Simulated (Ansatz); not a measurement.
## Converging the plane-wave cutoff: LaAlO₃ (P4mm, 5 atoms in the cell)

```xyz
5
Lattice="3.8291 0.0000 0.0000 0.0000 3.8291 0.0000 0.0000 0.0000 3.8291" Properties=species:S:1:pos:R:3 pbc="T T T"
La     0.0000     0.0000     0.0500
Al     1.9145     1.9145     1.9145
O      1.9145     0.0000     1.9145
O      0.0000     1.9145     1.9145
O      1.9145     1.9145     0.0000
```

Method of the run: PBE (plane waves, PAW; Ansatz, an electronic-structure program).

Base settings: basis.ecutwfc = 30.9 Ry; kpoints.mp_grid.grid = 7 7 7; hamiltonian.xc = pbe; hamiltonian.pseudopotentials = {kind: paw} (the program's default PAW files); scf.occupations.method = fermi_dirac; scf.occupations.width = 0.0015 Ry.

The second cell is the first with its lattice scaled by 0.98.

The mesh stays at the base's, so the ladder's end is converged at best in this setting alone.

The first pressure column holds Ansatz's estimate of the finite-basis (Pulay) stress, which hides part of the cutoff error; the other is without it.

Only quantities that move along the ladder and can be compared are tabulated.

The count of work is k-points × plane waves × bands × iterations; it is no time. 

The starting cell has typed, rounded lattice constants, without a prior relaxation at this level. Its lattice was rescaled by up to half a per cent. One atom was moved a little off its site on purpose.

| basis.ecutwfc | free energy less the last step's (meV/atom) | energy of the compressed cell less the first (meV/atom) | pressure (GPa) | pressure without the Pulay estimate (GPa) | largest difference of a force vector from the last step's (eV/Å) | count of work / last |
|---|---|---|---|---|---|---|
| 10.7 Ry | 13407.18 | -145.71 | -27.17 | -360.28 | 0.354 | 0.082 |
| 12.5 Ry | 8363.30 | 46.44 | 1.65 | -277.63 | 0.606 | 0.074 |
| 14 Ry | 5296.61 | 144.35 | 21.68 | -211.87 | 0.183 | 0.13 |
| 15.4 Ry | 3280.40 | 120.85 | 20.43 | -155.81 | 0.168 | 0.13 |
| 16.9 Ry | 1873.64 | 46.37 | 4.15 | -105.94 | 0.149 | 0.15 |
| 18.4 Ry | 1080.47 | 29.85 | -1.36 | -71.21 | 0.054 | 0.14 |
| 21.7 Ry | 319.48 | 7.29 | -4.40 | -29.18 | 0.011 | 0.15 |
| 24.6 Ry | 101.39 | 12.67 | -2.55 | -12.94 | 0.019 | 0.18 |
| 27.9 Ry | 20.78 | 15.09 | -2.34 | -5.16 | 0.001 | 0.23 |
| 30.9 Ry | 4.23 | 14.96 | -2.33 | -2.98 | 0.001 | 0.26 |
| 33.8 Ry | 1.27 | 14.94 | -2.33 | -2.42 | 0.000 | 0.30 |
| 37.1 Ry | 0.96 | 14.93 | -2.33 | -2.34 | 0.000 | 0.35 |
| 41.5 Ry | 0.78 | 14.91 | -2.33 | -2.36 | 0.000 | 0.43 |
| 46.3 Ry | 0.55 | 14.89 | -2.34 | -2.35 | 0.000 | 0.49 |
| 54 Ry | 0.46 | 14.89 | -2.34 | -2.34 | 0.000 | 0.62 |
| 61.7 Ry | 0.29 | 14.89 | -2.34 | -2.36 | 0.000 | 0.76 |
| 74.2 Ry | 0.00 | 14.89 | -2.34 | -2.35 | 0.000 | 1.0 |

Coarsest basis.ecutwfc that holds the free energy within 5 meV/atom of the last step, with all finer ones: 30.9 Ry, at 0.26 of the last step's count of work; the step before is off by 21 meV/atom.

Coarsest basis.ecutwfc that holds the forces within 0.005 eV/Å of the last step, with all finer ones: 27.9 Ry, at 0.23 of the last step's count of work; the step before is off by 0.019 eV/Å.

Coarsest basis.ecutwfc that holds the pressure without the Pulay estimate within 1 GPa of the last step, with all finer ones: 30.9 Ry, at 0.26 of the last step's count of work; the step before is off by 2.8 GPa.

The energy difference between the two cells stays within 1 meV/atom of the last step's from 27.9 Ry on, the total only from 37.1 Ry on: much of the error is common to both cells and cancels.

At the lowest cutoff the pressure without the Pulay estimate lies 358 GPa under the last step's, the usual sign of Pulay stress in an incomplete plane-wave basis.

Keys are those of Ansatz 0.2.
